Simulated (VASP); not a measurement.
# ZnSe (Stilleite) (F-43m) in VASP: settings compared, part 2 of 3

VASP 6.6.1. Earlier steps stand in the parts before.

### Step 3. Phonons, PBEsol

Input file POSCAR:

```
ZnSe
1.0
    0.0000000000      2.8206646090      2.8206646090
    2.8206646090      0.0000000000      2.8206646090
    2.8206646090      2.8206646090      0.0000000000
  Zn              Se
     1     1
Direct
     0.0000000000000000    0.0000000000000000    0.0000000000000000
     0.2500000000000000    0.2500000000000000    0.2500000000000000
```

Input file INCAR.step1:

```
ALGO = Normal
EDIFF = 1E-8
EDIFFG = -0.002
ENCUT = 600
GGA = PS
IBRION = 2
ISIF = 3
ISMEAR = 0
LASPH = True
LCHARG = False
LREAL = False
LWAVE = False
NELM = 80
NSW = 40
PREC = Accurate
SIGMA = 0.03
```

Input file INCAR.step2:

```
ALGO = Normal
EDIFF = 1E-8
ENCUT = 600
GGA = PS
IBRION = 6
ISIF = 2
ISMEAR = 0
LASPH = True
LCHARG = False
LREAL = False
LWAVE = False
NELM = 80
NFREE = 2
NSW = 1
POTIM = 0.015
PREC = Accurate
SIGMA = 0.03
```

Input file KPOINTS:

```
k-points
0
Gamma
  8 8 8
```

Potentials or basis: VASP PAW PBE potentials, release 64 (Zn, Se).

Run with:

```sh
$ cat potpaw_PBE.64/Zn/POTCAR potpaw_PBE.64/Se/POTCAR > POTCAR
$ cp INCAR.step1 INCAR
$ mpirun -np 1 vasp_std > vasp.out
$ cp CONTCAR POSCAR
$ cp INCAR.step2 INCAR
$ mpirun -np 1 vasp_std > vasp.out
```

OUTCAR:

```text
EDIFF = 1E-8
   ENCUT = 600
   GGA = PS
   IBRION = 6
   ISIF = 2
   ISMEAR = 0
   LASPH = True
   LREAL = False
   NELM = 80
   NFREE = 2
   NSW = 1
   POTIM = 0.015
   PREC = Accurate

 ion  position               nearest neighbor table
   1  0.000  0.000  0.000-   2 2.44   2 2.44   2 2.44   2 2.44
   2  0.250  0.250  0.250-   1 2.44   1 2.44   1 2.44   1 2.44

  LATTYP: Found a face centered cubic cell.
 ALAT       =     5.6404276343

  Lattice vectors:

 A1 = (   0.0000000000,   2.8202138172,   2.8202138172)
 A2 = (   2.8202138172,   0.0000000000,   2.8202138172)
 A3 = (   2.8202138172,   2.8202138172,   0.0000000000)

Analysis of symmetry for initial positions (statically):
=====================================================================
 Subroutine PRICEL returns:
 Original cell was already a primitive cell.

 Routine SETGRP: Setting up the symmetry group for a
 face centered cubic supercell.

 Subroutine GETGRP returns: Found 24 space group operations
 (whereof 24 operations were pure point group operations)
 out of a pool of 48 trial point group operations.

The static configuration has the point symmetry T_d .

Analysis of symmetry for dynamics (positions and initial velocities):
=====================================================================
 Subroutine PRICEL returns:
 Original cell was already a primitive cell.

 Routine SETGRP: Setting up the symmetry group for a
 face centered cubic supercell.

 Subroutine GETGRP returns: Found 24 space group operations
 (whereof 24 operations were pure point group operations)
 out of a pool of 48 trial point group operations.

The dynamic configuration has the point symmetry T_d .

 Subroutine INISYM returns: Found 24 space group operations
 (whereof 24 operations are pure point group operations),
 and found     1 'primitive' translations

----------------------------------------------------------------------------------------

                                     Primitive cell

  volume of cell :      44.8617

  direct lattice vectors                    reciprocal lattice vectors
     0.000000000  2.820213817  2.820213817    -0.177291522  0.177291522  0.177291522
     2.820213817  0.000000000  2.820213817     0.177291522 -0.177291522  0.177291522
     2.820213817  2.820213817  0.000000000     0.177291522  0.177291522 -0.177291522

  length of vectors
     3.988384629  3.988384629  3.988384629     0.307077924  0.307077924  0.307077924

  position of ions in fractional coordinates (direct lattice)
     0.000000000  0.000000000  0.000000000
     0.250000000  0.250000000  0.250000000

  ion indices of the primitive-cell ions
   primitive index   ion index
                 1           1
                 2           2

----------------------------------------------------------------------------------------

 KPOINTS: k-points
[... 113 lines left out ...]
  ext. energy  EPLUGINS =         0.00000000
  ---------------------------------------------------
  free energy    TOTEN  =        -6.77313231 eV

  energy without entropy =       -6.77313231  energy(sigma->0) =       -6.77313231

------------------------ aborting loop because EDIFF is reached ----------------------------------------

  FORCE on cell =-STRESS in cart. coord.  units (eV):
  Direction    XX          YY          ZZ          XY          YZ          ZX
  --------------------------------------------------------------------------------------
  -------------------------------------------------------------------------------------
  Total        0.0021199      0.0021199      0.0021199      0.0000000      0.0000000     -0.0000000
  in kB        0.0757094      0.0757094      0.0757094      0.0000000      0.0000000     -0.0000000
  external PRESSURE =       0.0757094 kB  Pullay stress =       0.0000000 kB
[... 131 lines left out ...]
--------------------------------------- Ionic step        5  -------------------------------------------

 number of electron      17.9999986 magnetization

 Free energy of the ion-electron system (eV)
  ---------------------------------------------------
  ext. energy  EPLUGINS =         0.00000000
  ---------------------------------------------------
  free energy    TOTEN  =        -6.77248549 eV

  energy without entropy =       -6.77248549  energy(sigma->0) =       -6.77248549

 E-fermi :   1.8287     XC(G=0):  -9.5918

 val. band max:        1.6295503244   @ k =   0.0000   0.0000   0.0000
 cond. band min:       2.8408991024   @ k =   0.0000   0.0000   0.0000
 fundamental gap:      1.2113487780
 Fermi energy:         1.8286937824

 k-point     1 :       0.0000    0.0000    0.0000
  band No.  band energies     occupation
      1     -11.7676      2.00000
      2      -5.0074      2.00000
      3      -4.9986      2.00000
      4      -4.9897      2.00000
      5      -4.6138      2.00000
      6      -4.6137      2.00000
      7       1.5948      2.00000
      8       1.6129      2.00000
      9       1.6296      2.00000
     10       2.8409      0.00000
     11       7.3282      0.00000
     12       7.3393      0.00000
     13       7.3519      0.00000
[... 354 lines left out ...]
  band No.  band energies     occupation
      1     -10.8054      2.00000
      2      -4.8909      2.00000
      3      -4.8470      2.00000
      4      -4.6504      2.00000
      5      -4.6079      2.00000
      6      -4.3997      2.00000
      7      -3.4288      2.00000
      8      -0.8884      2.00000
      9       0.1041      2.00000
     10       5.8212      0.00000
     11       7.0448      0.00000
     12       8.9802      0.00000
     13      10.2241      0.00000

 [... further k-points ...]

------------------------ aborting loop because EDIFF is reached ----------------------------------------

  FORCE on cell =-STRESS in cart. coord.  units (eV):
  Direction    XX          YY          ZZ          XY          YZ          ZX
  --------------------------------------------------------------------------------------
  -------------------------------------------------------------------------------------
  Total       -0.0010249      0.0006713      0.0006713      0.0000000      0.0858184      0.0000000
  in kB       -0.0366032      0.0239758      0.0239758      0.0000000      3.0648884      0.0000000
  external PRESSURE =       0.0037828 kB  Pullay stress =       0.0000000 kB
[... 17 lines left out ...]
  FREE ENERGIE OF THE ION-ELECTRON SYSTEM (eV)
  ---------------------------------------------------
  free  energy   TOTEN  =        -6.7724854918 eV

  energy  without entropy=       -6.7724854918  energy(sigma->0) =       -6.77248549

 INTERNAL STRAIN TENSORS FROM DISPLACED ATOMS
 ============================================

 INTERNAL STRAIN TENSOR FOR ION    1 for displacements in x,y,z  (eV/Angst):
          X           Y           Z          XY          YZ          ZX
  --------------------------------------------------------------------------------
  x     0.00000    -0.00000    -0.00000     0.00000     5.73108     0.00000
  y     0.00000    -0.00000     0.00000     0.00000     0.00000     5.73108
  z    -0.00000    -0.00000     0.00000     5.73108     0.00000     0.00000

 INTERNAL STRAIN TENSOR FOR ION    2 for displacements in x,y,z  (eV/Angst):
          X           Y           Z          XY          YZ          ZX
  --------------------------------------------------------------------------------
  x     0.00000     0.00000     0.00000     0.00000    -5.72456     0.00000
  y     0.00000     0.00000     0.00000     0.00000     0.00000    -5.72456
  z     0.00000     0.00000     0.00000    -5.72456     0.00000     0.00000

 Eigenvectors and eigenvalues of the dynamical matrix
 ----------------------------------------------------

   1 f  =    6.256855 THz    39.312976 2PiTHz  208.706202 cm-1    25.876260 meV
             X         Y         Z           dx          dy          dz
      0.000000  0.000000  0.000000     0.000000   -0.738430    0.000000
      1.410107  1.410107  1.410107    -0.000000    0.674330   -0.000000
[... 21 lines left out ...]
   6 f/i=    0.010835 THz     0.068077 2PiTHz    0.361409 cm-1     0.044809 meV
             X         Y         Z           dx          dy          dz
      0.000000  0.000000  0.000000     0.022320   -0.302625   -0.602196
      1.410107  1.410107  1.410107     0.024442   -0.331392   -0.659440

 ELASTIC MODULI CONTR FROM IONIC RELAXATION (kBar)
 Direction    XX          YY          ZZ          XY          YZ          ZX
 --------------------------------------------------------------------------------
 XX          -0.0000      0.0000      0.0000      0.0000     -0.0000     -0.0000
 YY           0.0000     -0.0000      0.0000      0.0000      0.0000      0.0000
 ZZ           0.0000      0.0000     -0.0000      0.0000      0.0000     -0.0000
 XY           0.0000      0.0000      0.0000   -204.4355      0.0000      0.0000
 YZ          -0.0000      0.0000      0.0000      0.0000   -204.4355      0.0000
 ZX          -0.0000      0.0000     -0.0000      0.0000      0.0000   -204.4355
 --------------------------------------------------------------------------------
```

Wall time 2.7 min (1 thread of Intel Xeon Platinum 8488C (Sapphire Rapids), shared host); peak memory 0.27 GiB.

Results:

- Highest phonon frequency at Γ, LO-TO splitting left out: 209 cm⁻¹

Phonon frequencies in cm⁻¹ (negative: imaginary):
```
              q point        frequencies
(0.000, 0.000, 0.000)  0 0 0 209 209 209
```

Caveat: the PAW data sets were made with another functional, which shifts forces and pressure a little.

### Step 4. Dielectric tensor, PBEsol

Input file INCAR:

```
ALGO = Normal
EDIFF = 1E-8
ENCUT = 600
GGA = PS
ISIF = 2
ISMEAR = 0
LASPH = True
LCHARG = False
LEPSILON = True
LREAL = False
LWAVE = False
NELM = 80
PREC = Accurate
SIGMA = 0.03
```

Input file KPOINTS:

```
k-points
0
Monkhorst-Pack
  14 14 14
```

Input file POSCAR:

```
ZnSe                                    
1.0
    0.0000000000      2.8202138172      2.8202138172
    2.8202138172     -0.0000000000      2.8202138172
    2.8202138172      2.8202138172      0.0000000000
  Zn              Se            
     1     1
Direct
     0.0000000000000000    1.0000000000000000    1.0000000000000000
     0.2500000000000000    0.2500000000000000    0.2500000000000000
```

Potentials or basis: VASP PAW PBE potentials, release 64 (Zn, Se).

Run with:

```sh
$ cat potpaw_PBE.64/Zn/POTCAR potpaw_PBE.64/Se/POTCAR > POTCAR
$ mpirun -np 1 vasp_std > vasp.out
```

OUTCAR:

```text
EDIFF = 1E-8
   ENCUT = 600
   GGA = PS
   ISIF = 2
   ISMEAR = 0
   LASPH = True
   LEPSILON = True
   LREAL = False
   NELM = 80
   PREC = Accurate

 ion  position               nearest neighbor table
   1  0.000  0.000  0.000-   2 2.44   2 2.44   2 2.44   2 2.44
   2  0.250  0.250  0.250-   1 2.44   1 2.44   1 2.44   1 2.44

  LATTYP: Found a face centered cubic cell.
 ALAT       =     5.6404276344

  Lattice vectors:

 A1 = (   0.0000000000,   2.8202138172,   2.8202138172)
 A2 = (   2.8202138172,   0.0000000000,   2.8202138172)
 A3 = (   2.8202138172,   2.8202138172,   0.0000000000)

Analysis of symmetry for initial positions (statically):
=====================================================================
 Subroutine PRICEL returns:
 Original cell was already a primitive cell.

 Routine SETGRP: Setting up the symmetry group for a
 face centered cubic supercell.

 Subroutine GETGRP returns: Found 24 space group operations
 (whereof 24 operations were pure point group operations)
 out of a pool of 48 trial point group operations.

The static configuration has the point symmetry T_d .

Analysis of symmetry for dynamics (positions and initial velocities):
=====================================================================
 Subroutine PRICEL returns:
 Original cell was already a primitive cell.

 Routine SETGRP: Setting up the symmetry group for a
 face centered cubic supercell.

 Subroutine GETGRP returns: Found 24 space group operations
 (whereof 24 operations were pure point group operations)
 out of a pool of 48 trial point group operations.

The dynamic configuration has the point symmetry T_d .

 Subroutine INISYM returns: Found 24 space group operations
 (whereof 24 operations are pure point group operations),
 and found     1 'primitive' translations

----------------------------------------------------------------------------------------

                                     Primitive cell

  volume of cell :      44.8617

  direct lattice vectors                    reciprocal lattice vectors
     0.000000000  2.820213817  2.820213817    -0.177291522  0.177291522  0.177291522
     2.820213817  0.000000000  2.820213817     0.177291522 -0.177291522  0.177291522
     2.820213817  2.820213817  0.000000000     0.177291522  0.177291522 -0.177291522

  length of vectors
     3.988384629  3.988384629  3.988384629     0.307077924  0.307077924  0.307077924

  position of ions in fractional coordinates (direct lattice)
     0.000000000  0.000000000  0.000000000
     0.250000000  0.250000000  0.250000000

  ion indices of the primitive-cell ions
   primitive index   ion index
                 1           1
                 2           2

----------------------------------------------------------------------------------------

 KPOINTS: k-points
[... 494 lines left out ...]
      8       0.4019      2.00000
      9       1.0211      2.00000
     10       4.7750      0.00000
     11       7.6573      0.00000
     12       8.2314      0.00000
     13       8.5651      0.00000

 [... further k-points ...]

  FORCE on cell =-STRESS in cart. coord.  units (eV):
  Direction    XX          YY          ZZ          XY          YZ          ZX
  --------------------------------------------------------------------------------------
  -------------------------------------------------------------------------------------
  Total        0.0018221      0.0018221      0.0018221      0.0000000      0.0000000      0.0000000
  in kB        0.0650729      0.0650729      0.0650729      0.0000000      0.0000000      0.0000000
  external PRESSURE =       0.0650729 kB  Pullay stress =       0.0000000 kB

 VOLUME and BASIS-vectors are now :
 -----------------------------------------------------------------------------
  energy-cutoff  :      600.00
  volume of cell :       44.86
      direct lattice vectors                 reciprocal lattice vectors
     0.000000000  2.820213817  2.820213817    -0.177291522  0.177291522  0.177291522
     2.820213817  0.000000000  2.820213817     0.177291522 -0.177291522  0.177291522
     2.820213817  2.820213817  0.000000000     0.177291522  0.177291522 -0.177291522

 POSITION                                       TOTAL-FORCE (eV/Angst)
 -----------------------------------------------------------------------------------
      0.00000      0.00000      0.00000        -0.000000     -0.000000     -0.000000
      1.41011      1.41011      1.41011         0.000000      0.000000      0.000000
 -----------------------------------------------------------------------------------
    total drift:                                0.000001      0.000001      0.000000

  FREE ENERGIE OF THE ION-ELECTRON SYSTEM (eV)
  ---------------------------------------------------
  free  energy   TOTEN  =        -6.7740481411 eV

  energy  without entropy=       -6.7740481411  energy(sigma->0) =       -6.77404814

 HEAD OF MICROSCOPIC STATIC DIELECTRIC TENSOR (INDEPENDENT PARTICLE, excluding Hartree and local field effects)
 ------------------------------------------------------
           7.856079     0.000000    -0.000000
           0.000000     7.856079     0.000000
          -0.000000     0.000000     7.856079
 ------------------------------------------------------

 Free energy of the ion-electron system (eV)
  ---------------------------------------------------
  ---------------------------------------------------
  free energy    TOTEN  =        -0.85273309 eV

  energy without entropy =       -0.85273309

------------------------ aborting loop because EDIFF is reached ----------------------------------------

--------------------------------------- Ionic step        2  -------------------------------------------

------------------------ aborting loop because EDIFF is reached ----------------------------------------

--------------------------------------- Ionic step        3  -------------------------------------------

 Free energy of the ion-electron system (eV)
  ---------------------------------------------------
  ---------------------------------------------------
  free energy    TOTEN  =        -0.85273456 eV

  energy without entropy =       -0.85273456

------------------------ aborting loop because EDIFF is reached ----------------------------------------

 PIEZOELECTRIC TENSOR FIELD DIRECTION 3  (e Angst)
 -----------------------------------------------------------------------------
     0.00021 -1.94291  0.00000           ( -0.00000  0.02141  0.00000)
    -1.94291  0.00021  0.00000           (  0.02141 -0.00000  0.00000)
     0.00000  0.00000 -0.00179           (  0.00000  0.00000 -0.00000)

 PIEZOELECTRIC TENSOR FIELD DIRECTION 3  (C/m^2)
 -----------------------------------------------------------------------------
     0.00007 -0.69388  0.00000
    -0.69388  0.00007  0.00000
     0.00000  0.00000 -0.00064

 MACROSCOPIC STATIC DIELECTRIC TENSOR (including local field effects in DFT)
 ------------------------------------------------------
           7.402991    -0.000000     0.000000
           0.000000     7.402991     0.000000
           0.000000    -0.000000     7.402991
 ------------------------------------------------------

 PIEZOELECTRIC TENSOR (including local field effects)  for field in x, y, z        (e  Angst)
          XX          YY          ZZ          XY          YZ          ZX
  --------------------------------------------------------------------------------
  x     0.00000     0.00000     0.00000     0.00000    -1.94609     0.00000
  y    -0.00000     0.00000    -0.00000     0.00000     0.00000    -1.94609
  z     0.00000     0.00000     0.00000    -1.94609     0.00000     0.00000

 PIEZOELECTRIC TENSOR (including local field effects)  for field in x, y, z        (C/m^2)
          XX          YY          ZZ          XY          YZ          ZX
  --------------------------------------------------------------------------------
  x     0.00000     0.00000     0.00000     0.00000    -0.69502     0.00000
  y    -0.00000     0.00000    -0.00000     0.00000     0.00000    -0.69502
  z     0.00000     0.00000     0.00000    -0.69502     0.00000     0.00000

 BORN EFFECTIVE CHARGES (including local field effects) (in |e|, cummulative output)
 ---------------------------------------------------------------------------------
 ion    1
    1     2.02563     0.00000    -0.00000
    2     0.00000     2.02563     0.00000
    3    -0.00000    -0.00000     2.02563
 ion    2
    1    -2.02563    -0.00000     0.00000
    2    -0.00000    -2.02563    -0.00000
    3     0.00000     0.00000    -2.02563
```

stdout:

```text
POSCAR found type information on POSCAR ZnSe
 POSCAR found :  2 types and       2 ions
 scaLAPACK will be used
 -----------------------------------------------------------------------------
|                                                                             |
[... 46 lines left out ...]
 dielectric tensor                  component  3 :     0.053    -1.716     6.013
 Linear response to external field, progress :
  Direction:   1
 dielectric tensor                  component  1 :     7.403     0.312    -0.000
 Linear response to external field, progress :
  Direction:   2
 dielectric tensor                  component  2 :    -0.000     7.403    -0.353
 Linear response to external field, progress :
  Direction:   3
 dielectric tensor                  component  3 :     0.487    -0.020     7.403
 Born effective charges drift removed
```

Wall time 40 min (1 thread of Intel Xeon Platinum 8488C (Sapphire Rapids), shared host); peak memory 2.3 GiB.

Results:

```yaml
Electronic_dielectric_tensor_diagonal: 7.40
Born_charges_mean_of_the_diagonal: Zn +2.03; Se -2.03 e
```

Levels at points of the mesh, in eV from the valence-band top:
```tsv
k point	band 5	band 6	band 7	band 8	band 9	band 10	band 11	band 12	band 13
(0.04, 0.04, 0.04)	-6.21	-6.21	-0.18	0.00	0.00	1.41	5.72	5.77	5.77
```

Electronic dielectric tensor:
```
7.40 0.00 0.00
0.00 7.40 0.00
0.00 0.00 7.40
```

Born effective charge tensors (e):
atom 1, Zn
```
2.03 0.00 0.00
0.00 2.03 0.00
0.00 0.00 2.03
```
atom 2, Se
```
-2.03  0.00  0.00
 0.00 -2.03  0.00
 0.00  0.00 -2.03
```

Caveat: the PAW data sets were made with another functional, which shifts forces and pressure a little.

(Continued in part 3 of 3.)
